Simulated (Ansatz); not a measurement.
# Sn: the cost of one run

Computed with Ansatz 0.2.0 (DFT PBEsol, scalar-relativistic, plane waves, PAW, unless a step's input says otherwise).

### 1 Starting point

It takes space group I4/mmm (No. 139, tetragonal). The conventional cell has a = 3.182 Å, b = 3.182 Å, c = 5.831 Å, α = 90.00°, β = 90.00°, γ = 90.00°. Sn (site symmetry 4/mmm) is surrounded by 4 Sn at 3.18 Å.

Structure file:

```xyz
4
Lattice="-1.5908 1.5908 -2.9156 -3.1815 0.0000 0.0000 0.0000 9.5445 5.8313" Properties=species:S:1:pos:R:3 pbc="T T T"
Sn    0.0000    0.0000    0.0000
Sn   -3.1815    3.1815    0.0000
Sn   -1.5908    4.7723    2.9156
Sn   -1.5908    7.9538    2.9156
```

No relaxation comes first: the listed cell is the starting point.

### 2 Zero of energy

The cell is repeated 4 times, 4 atoms in all. The reference gives a free energy of -23798.7342 eV, pressure -4.11 GPa, largest force 0.000 eV/Å and gap on the mesh none (metal). It was computed beforehand with the settings of the runs below.

### 3 The scan: rigid cleavage

The cut lies on the cell's a–b face, a (0 1 1) plane of area 10.57 Å², between layers 2.79 Å apart (Sn below, Sn above); the cell is 11.2 Å thick. Vector c is lengthened by d along the normal with the atoms' Cartesian places fixed: one unrelaxed cut per cell.

### 4 d = 1.00 Å

File input.yaml:

```yaml
crystal:
  lattice:
    - [-1.59075, 1.59075, -2.91565]
    - [-3.1815, 0.0, 0.0]
    - [0.0, 10.4223455159, 6.3102438905]
  atoms:
    - { symbol: Sn, position: [-0.0118547178, 0.0059273589, 0.8031105263] }
    - { symbol: Sn, position: [0.4983064689, 0.7508467656, 0.1147300752] }
    - { symbol: Sn, position: [-0.0050805934, 0.5025402967, 0.3441902256] }
    - { symbol: Sn, position: [0.4915323444, 0.2542338278, 0.5736503759] }
basis:
  ecutwfc: 420
kpoints:
  mp_grid: { grid: [14, 16, 5] }
hamiltonian:
  xc: pbesol
scf:
  occupations: { method: gaussian, width: 0.15 }
output:
  forces: true
  stress: true
  eigenvalues: true
  write_density: true
  write_potential: true
  elf: true
  volumetric_format: npy
```

On the command line:

```sh
> ansatz run input.yaml --threads 2 --pin off --max-ram 5120MiB --backend cpu --events-out ev --progress --plain --runs-dir out
```

Q: Estimate wall time and peak memory on 2 threads of Arm Neoverse V1, shared host.

About 1.8 min, with a peak of 1.6 GiB.
